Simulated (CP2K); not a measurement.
The system is TiAl.

```
Ti Al
1.0
     3.17906    0.00000    0.00000
     0.00000    3.17906    0.00000
     0.00000    0.00000    3.17906
Ti Al
1 1
Direct
  0.00000 0.00000 0.00000
  0.50000 0.50000 0.50000
```

The cell comes from a database or a generator and needn't be the stable form of this composition.

Base run:

| Quantity | Value |
| --- | --- |
| Program | CP2K 2026.2 |
| Functional | PBE |
| Potentials or basis | POTENTIAL_UZH Ti GTH-PBE-q12, Al GTH-PBE-q3; TZVP-MOLOPT-PBE-GTH basis |
| Density cutoff | 6123 eV |
| k mesh | 8 × 8 × 8 |
| Occupations | gaussian, width 0.1 eV |
| Spin | no spin polarisation |

Its results: band gap on the k mesh none (metal or under the smearing width); pressure 0.9 GPa.

**Question.** The run is repeated on the same cell with these changes: functional from PBE to RPBE; occupations from gaussian, width 0.1 eV to gaussian, width 0.02 eV. What comes out?

**Answer.** Band gap on the k mesh none (metal or under the smearing width); pressure 2.4 GPa.

Caveats: the basis of atomic orbitals isn't converged, which shifts pressures, moduli and gaps; the potentials were made for another functional, which shifts forces and pressure (some runs).
